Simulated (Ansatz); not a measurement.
Sb:

```
Sb
1.0
    -1.87134    1.87134    1.87134
     1.87134   -1.87134    1.87134
     1.87134    1.87134   -1.87134
Sb
1
Direct
  0.00000 0.00000 0.00000
```

This isn't the form of Sb at room conditions, which is rhombohedral.

Base run:

- Program: Ansatz 0.2.0
- Functional: r2SCAN
- Potentials or basis: Ansatz PAW
- Cutoff: 500 eV
- Density cutoff: 2000 eV
- k mesh: 7 × 7 × 7
- Occupations: fermi-dirac, width 0.05 eV
- Spin: spin-orbit coupling, no magnetisation

Its results: band gap on the k mesh none (metal or under the smearing width); pressure 1.8 GPa.

**Question.** The run is repeated on the same cell with these changes: functional from r2SCAN to PBEsol; cutoff from 500 eV to 420 eV; density cutoff from 2000 eV to 1680 eV. What comes out?

**Answer.** Band gap on the k mesh none (metal or under the smearing width); pressure -0.5 GPa.

Caveats: the PAW data sets come from PBE, with cores solved anew for the run's functional, which leaves a small shift of forces and pressure.

Not every run made on this cell is shown here.
